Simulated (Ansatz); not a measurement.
# CdS: the cost of one run

Method: DFT PBE, scalar-relativistic, in Ansatz 0.2.0.

### Step 1. The system as given

The structure is hexagonal, space group P6_3mc (No. 186). Conventional cell: a = 4.135 Å, b = 4.135 Å, c = 6.749 Å, α = 90.00°, β = 90.00°, γ = 120.00°. Around Cd (site symmetry 3m) lie 4 S at 2.51 to 2.60 Å. S (site symmetry 3m) is surrounded by 4 Cd at 2.51 to 2.60 Å.

Structure file:

```cif
data_structure
_symmetry_space_group_name_H-M 'P6_3mc'
_symmetry_Int_Tables_number 186
_cell_length_a 4.1348
_cell_length_b 4.1348
_cell_length_c 6.7490
_cell_angle_alpha 90.000
_cell_angle_beta 90.000
_cell_angle_gamma 120.000
_cell_volume 99.93
loop_
_atom_site_label
_atom_site_type_symbol
_atom_site_symmetry_multiplicity
_atom_site_Wyckoff_symbol
_atom_site_fract_x
_atom_site_fract_y
_atom_site_fract_z
_atom_site_occupancy
Cd1 Cd 2 b 0.33333 0.66667 0.00000 1
S1 S 2 b 0.33333 0.66667 0.38500 1
```

The file gives the conventional cell by its symmetry; the runs use the cell typed in the input.

Atoms are numbered in the order of the input: Cd1, Cd2, S3, S4.

### Step 2. Volume × 0.94, LAPW

The input, input.yaml:

```yaml
crystal:
  lattice:
    - [4.050391862, 0.0, 0.0]
    - [-2.025195931, 3.5077422478, 0.0]
    - [0.0, 0.0, 6.6112266477]
  atoms:
    - { symbol: Cd, position: [0.3333333333, 0.6666666667, 0.0] }
    - { symbol: Cd, position: [0.6666666667, 0.3333333333, 0.5] }
    - { symbol: S, position: [0.3333333333, 0.6666666667, 0.385] }
    - { symbol: S, position: [0.6666666667, 0.3333333333, 0.885] }
kpoints:
  mp_grid: { grid: [7, 7, 4] }
  band_path:
    path:
      - [0.0, 0.0, 0.0]
      - [0.5, 0.0, 0.0]
      - [0.3333333333, 0.3333333333, 0.0]
      - [0.0, 0.0, 0.0]
      - [0.0, 0.0, 0.5]
      - [0.5, 0.0, 0.5]
      - [0.3333333333, 0.3333333333, 0.5]
      - [0.0, 0.0, 0.5]
      - [0.5, 0.0, 0.5]
    npoints: 5
scf:
  occupations: { method: fermi_dirac, width: 0.01 }
hamiltonian:
  xc: pbe
  pseudopotentials: { kind: all_electron, lapw: { basis_error: 0.001 } }
output:
  forces: true
  stress: true
  eigenvalues: true
```

Started as:

```sh
$ ansatz run input.yaml --threads 1 --pin off --max-ram 4096MiB --backend cpu --events-out ev --progress --plain --runs-dir out
```

What time and memory should one allow on 1 thread of Intel Xeon at 2.60GHz (Ice Lake), shared host?

About 40 s, with a peak of 0.44 GiB.
